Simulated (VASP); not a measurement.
**A VASP 6.6.1 relaxation on InSb**

INCAR

```
NELM = 120
IBRION = 2
LCHARG = .FALSE.
LREAL = .FALSE.
ISIF = 6
LASPH = .TRUE.
EDIFF = 1E-7
SIGMA = 0.02
NSW = 40
LWAVE = .FALSE.
ISMEAR = -1
EDIFFG = -5E-3
NBANDS = 16
GGA = PE
PREC = Accurate
ENCUT = 600
```

KPOINTS

```
KPOINTS created by Atomic Simulation Environment
0
Gamma
6 6 6
0 0 0
```

POSCAR

```
In Sb
 1.0000000000000000
     3.6348136973999998    0.0000000000000000    0.0000000000000000
     0.0000000000000000    3.6348136973999998    0.0000000000000000
     0.0000000000000000    0.0000000000000000    3.6348136973999998
 In  Sb
   1   1
Cartesian
  0.0000000000000000  0.0000000000000000  0.0000000000000000
  1.8174068486999999  1.8174068486999999  1.8174068486999999
```

The recommended PBE PAW datasets give the neutral cell 18 valence electrons.

Command

```
mpirun -np 1 vasp_std
```

OSZICAR

```
N       E                     dE             d eps       ncg     rms          rms(c)
DAV:   1     0.117601827526E+03    0.11760E+03   -0.86215E+03   640   0.138E+03
DAV:   2    -0.103648481916E+00   -0.11771E+03   -0.11378E+03   784   0.319E+02
DAV:   3    -0.621621997302E+01   -0.61126E+01   -0.60805E+01   784   0.692E+01
DAV:   4    -0.637161144105E+01   -0.15539E+00   -0.15535E+00   856   0.114E+01
DAV:   5    -0.638028980880E+01   -0.86784E-02   -0.86782E-02   928   0.227E+00    0.351E+00
DAV:   6    -0.634188683164E+01    0.38403E-01   -0.59268E-02   848   0.460E+00    0.196E+00
DAV:   7    -0.633442014655E+01    0.74667E-02   -0.19754E-02   936   0.214E+00    0.351E-01
DAV:   8    -0.633370712560E+01    0.71302E-03   -0.23727E-03   872   0.745E-01    0.114E-01
DAV:   9    -0.633370253304E+01    0.45926E-05   -0.18112E-04   928   0.178E-01    0.463E-02
DAV:  10    -0.633370239653E+01    0.13651E-06   -0.17380E-05   920   0.636E-02    0.147E-02
...
       N       E                     dE             d eps       ncg     rms          rms(c)
DAV:   1    -0.689187267470E+01   -0.41952E+00   -0.92845E+00   800   0.463E+01    0.401E+00
DAV:   2    -0.654007391821E+01    0.35180E+00   -0.74711E-01   816   0.168E+01    0.133E+00
DAV:   3    -0.649116557857E+01    0.48908E-01   -0.12908E-01   816   0.602E+00    0.692E-01
DAV:   4    -0.648970633322E+01    0.14592E-02   -0.45904E-03   640   0.488E-01    0.413E-01
DAV:   5    -0.648931306826E+01    0.39326E-03   -0.73343E-04   736   0.303E-01    0.151E-01
DAV:   6    -0.648932245144E+01   -0.93832E-05   -0.19892E-04   728   0.114E-01    0.400E-02
DAV:   7    -0.648931507931E+01    0.73721E-05   -0.88188E-06   696   0.224E-02    0.755E-03
DAV:   8    -0.648931505512E+01    0.24187E-07   -0.53469E-07   832   0.605E-03
   3 F= -.64893151E+01 E0= -.64881756E+01  d E =-.155613E+00
```

Standard output (part)

```
POSCAR found type information on POSCAR InSb
 POSCAR found :  2 types and       2 ions
 LDA part: xc-table for (Slater+PW92), standard interpolation
 POSCAR, INCAR and KPOINTS ok, starting setup
 WAVECAR not read
 entering main loop
 curvature:   0.00 expect dE= 0.000E+00 dE for cont linesearch  0.000E+00
 search vector abs. value=  0.475E+00
 bond charge predicted
 trial-energy change:   -0.138648  1 .order   -0.174253   -0.475215    0.126708
 bond charge predicted
 curvature:  -0.35 expect dE=-0.364E-06 dE for cont linesearch -0.364E-06
 trial: gam=-0.00148 g(F)=  0.000E+00 g(S)=  0.104E-05 ort = 0.705E-03 (trialstep = 0.944E+00)
 search vector abs. value=  0.102E-09
 reached required accuracy - stopping structural energy minimisation
```

From OUTCAR

```
k-points           NKPTS =     20   k-points in BZ     NKDIM =     20   number of bands    NBANDS=     16

   NELECT =      18.0000    total number of electrons

   dimension x,y,z NGX =    30 NGY =   30 NGZ =   30
   dimension x,y,z NGXF=    60 NGYF=   60 NGZF=   60

  energy-cutoff  :      600.00
  volume of cell :       54.70
      direct lattice vectors                 reciprocal lattice vectors
     3.796037047  0.000000000  0.000000000     0.263432624 -0.000000000  0.000000000
     0.000000000  3.796037047  0.000000000    -0.000000000  0.263432624 -0.000000000
    -0.000000000  0.000000000  3.796037047    -0.000000000 -0.000000000  0.263432624

 k-points in reciprocal lattice and weights: KPOINTS created by Atomic Simulation Env
   0.00000000  0.00000000  0.00000000       0.005
   0.16666667  0.00000000  0.00000000       0.028
   0.33333333  0.00000000  0.00000000       0.028
   0.50000000  0.00000000  0.00000000       0.014
   0.16666667  0.16666667  0.00000000       0.056
   0.33333333  0.16666667  0.00000000       0.111
   0.50000000  0.16666667  0.00000000       0.056
   0.33333333  0.33333333  0.00000000       0.056
   ...

 E-fermi :   7.5374

 k-point     1 :       0.0000    0.0000    0.0000
  band No.  band energies     occupation
      1      -6.9852      2.00000
      2      -6.9852      2.00000
      3      -6.8774      2.00000
      4      -6.8774      2.00000
      5      -6.8774      2.00000
      6      -3.8141      2.00000
      7       5.4140      2.00000
      8       6.9167      2.00000
      9       6.9167      2.00000
     10       6.9167      2.00000
     11      11.6419      0.00000
     12      11.6419      0.00000
     13      15.8478      0.00000
     14      15.8478      0.00000
     15      15.8478      0.00000
     16      19.6371      0.00000

 k-point     2 :       0.1667    0.0000    0.0000
  band No.  band energies     occupation
      1      -6.9834      2.00000
      2      -6.9603      2.00000
      3      -6.8890      2.00000
      4      -6.8890      2.00000
      5      -6.8768      2.00000
      6      -3.5513      2.00000
      7       3.8178      2.00000
      8       7.2246      2.00000
      9       7.2246      2.00000
     10       7.5554      0.57759
     11      11.8610      0.00000
     12      13.1959      0.00000
     13      14.5652      0.00000
     14      14.6419      0.00000
     15      14.6419      0.00000
     16      17.8725      0.00000

 k-point     3 :       0.3333    0.0000    0.0000
  band No.  band energies     occupation
      1      -6.9798      2.00000
      2      -6.9117      2.00000
      3      -6.9117      2.00000
      4      -6.9108      2.00000
      5      -6.8756      2.00000
      6      -2.8311      2.00000
      7       1.6493      2.00000
      8       8.0596      0.00000
      9       8.0596      0.00000
     10       8.4965      0.00000
     11      11.8699      0.00000
     12      12.4937      0.00000
     13      12.5768      0.00000
     14      12.5768      0.00000
     15      15.7552      0.00000
     16      17.2133      0.00000

 ...

  Total        0.0037997      0.0037997      0.0037997     -0.0000000      0.0000000     -0.0000000
  in kB        0.1112935      0.1112935      0.1112935     -0.0000000      0.0000000     -0.0000000
  external PRESSURE =       0.1112935 kB  Pullay stress =       0.0000000 kB

 POSITION                                       TOTAL-FORCE (eV/Angst)
 -----------------------------------------------------------------------------------
      0.00000      0.00000      0.00000        -0.000000      0.000000      0.000000
      1.89802      1.89802      1.89802         0.000000     -0.000000      0.000000
 -----------------------------------------------------------------------------------
    total drift:                                0.000000     -0.000000     -0.000000

  FREE ENERGIE OF THE ION-ELECTRON SYSTEM (eV)
  ---------------------------------------------------
  free  energy   TOTEN  =        -6.4893150551 eV

  energy  without entropy=       -6.4870361450  energy(sigma->0) =       -6.48817560
```

```tsv
ionic step	ΔE (meV/atom)	volume (Å³)	largest force (eV/Å)	pressure (GPa)	electronic steps
1	0.0	48.02	0.000	8.55	13
2	-69.3	57.49	0.000	-1.90	11
3	-77.8	54.70	0.000	0.01	8
```

It converged. Results: relaxed cell vector lengths 3.796, 3.796, 3.796 Å; relaxed cell volume 54.70 Å³.

 The volume moved far on the plane waves of the start cell, so a restart from CONTCAR is due.

For comparison, a separate PBE relaxation on usual settings, not on those above, ends at 54.70 Å³.

The run above took about 46 s on one core of a shared host (Intel Xeon Platinum 8488C) and held 0.18 GiB at most.
